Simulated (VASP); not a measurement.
Wanted: the native input for a VASP 6.6.1 run.

```
Task                   : relaxation of cell and atoms
Functional             : PBEsol
Dispersion             : D3(BJ)
Potentials or basis    : VASP PAW PBE potentials, release 64 (Cd, S)
Cutoff                 : 600 eV
k mesh                 : 7 × 7 × 4
Occupations            : fermi-dirac, width 0.05 eV
Spin                   : no spin polarisation
Further INCAR settings : ALGO = Normal; EDIFF = 1e-06; IBRION = 2; EDIFFG = -0.01; NSW = 60; ISIF = 3
```

The structure of CdS (Greenockite) lies in POSCAR:

```
CdS
1.0
    4.1500000000      0.0000000000      0.0000000000
   -2.0750000000      3.5940054257      0.0000000000
    0.0000000000      0.0000000000      6.7370000000
Cd S
2 2
Direct
    0.6666666667      0.3333333333      0.5000000000
    0.3333333333      0.6666666667      0.0000000000
    0.6666666667      0.3333333333      0.8750000000
    0.3333333333      0.6666666667      0.3750000000
```

The input as run:

INCAR

```
SYSTEM = CdS
PREC     = Accurate       ! precision mode
ENCUT    = 600            ! plane-wave cutoff, eV
EDIFF    = 1E-6           ! SCF threshold, eV
ISMEAR   = -1             ! smearing method
SIGMA    = 0.05           ! smearing width, eV
LREAL    = .False.        ! projectors in reciprocal space
LASPH    = .True.         ! aspherical terms in the spheres
NELM     = 80             ! most SCF steps
ALGO     = Normal         ! electronic algorithm
ISIF     = 3              ! what is computed and relaxed
LWAVE    = .False.        ! write WAVECAR
LCHARG   = .False.        ! write CHGCAR
GGA      = PS             ! functional
IVDW     = 12             ! dispersion correction
IBRION   = 2              ! ionic algorithm
NSW      = 60             ! ionic steps
EDIFFG   = -0.01          ! ionic threshold
```

KPOINTS

```
regular mesh
0
Gamma
  7 7 4
  0 0 0
```

Potentials or basis: VASP PAW PBE potentials, release 64 (Cd, S).

Run with:

```bash
$ cat potpaw_PBE.64/Cd/POTCAR potpaw_PBE.64/S/POTCAR > POTCAR
$ mpirun -np 1 vasp_std > vasp.out
```

It gave:

```json
{
 "Relaxed volume": "24.15 Å³/atom",
 "Relaxed cell": "a = 4.090 Å, b = 4.090 Å, c = 6.669 Å, α = 90.00°, β = 90.00°, γ = 120.00°",
 "Space group after relaxing (to 0.05 Å)": "P6_3mc (No. 186)",
 "Energy gained by relaxing": "7.7 meV/atom",
 "Ionic steps": "9",
 "Pressure after relaxing": "0.0 GPa",
 "Largest force after relaxing": "0.003 eV/Å",
 "Band gap on the k mesh": "1.14 eV, direct",
 "Dispersion energy per atom": "-0.279 eV"
}
```

Caveat: the PAW data sets were made with another functional, which shifts forces and pressure a little.

Wall time 100 s on 1 thread of Intel(R) Xeon(R) 6975P-C (Granite Rapids), with other jobs on the host, peak memory 0.3 GiB.
